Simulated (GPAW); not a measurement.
## HfC in GPAW: convergence with plane-wave cutoff (eV)

HfC:

```
CELL_PARAMETERS angstrom
2.43943 0.00000 0.00000
0.00000 4.69500 0.00000
0.00000 0.00000 2.56227
ATOMIC_POSITIONS crystal
Hf 0.00000 0.00000 0.00000
C 0.00000 0.50000 0.75000
```

The cell was built by a generator and needn't be a form met in nature.

| Quantity | Value |
| --- | --- |
| Program | GPAW 26.7.0 |
| Task | convergence study |
| Functional | RPBE |
| Potentials or basis | the program's PAW data sets (release 1.2.1) made for this functional |
| Cutoff | 300 eV |
| Basis | pw |
| k mesh | 8 × 5 × 8 |
| Occupations | fermi-dirac, width 0.05 eV |
| Spin | no spin polarisation |

These are the settings of the first run; the series varies plane-wave cutoff (eV), with any setting tied to it.

Hardware: 1 thread of Arm Neoverse V1 (shared host).

Task: The values tried are 300, 350, 400, 500, 600, 700, 800, 1000, 1200, loosest first. From which on does the largest force stay within 0.005 eV/Å of the tightest run that finished?

Result: From 350 on.

```
plane-wave cutoff (eV)  energy less the tightest run, at zero smearing (meV/atom)  pressure (GPa)  largest force (eV/Å)  SCF cycles  CPU time (s)  peak memory (GiB)
                   300                                                     291.26            5.46                 0.154          10            12               0.13
                   350                                                     109.82           11.31                 0.141          11            15               0.14
                   400                                                      41.85           14.28                 0.141          11            16               0.14
                   500                                                      12.48           16.15                 0.142          11            20               0.15
                   600                                                      10.16           16.35                 0.142          11            24               0.16
                   700                                                       8.35           16.27                 0.142          11            29               0.18
                   800                                                       5.54           16.24                 0.142          11            34               0.19
                  1000                                                       1.40           16.31                 0.142          11            50               0.22
                  1200                                                       0.00           16.37                 0.141          11            62               0.25
```

Against the tightest run, the pressure stays within 0.1 GPa from 1000 on. Not settled before the last step: the energy (to 1 meV/atom). The tightest run that finished is the yardstick and may itself not be fully converged.

Caveat, for the tightest run too: so large a pressure means that the cell lies far from this level's equilibrium, or that cutoff or potentials fall short. The run has no spin-orbit coupling, so splittings on Hf are missing.
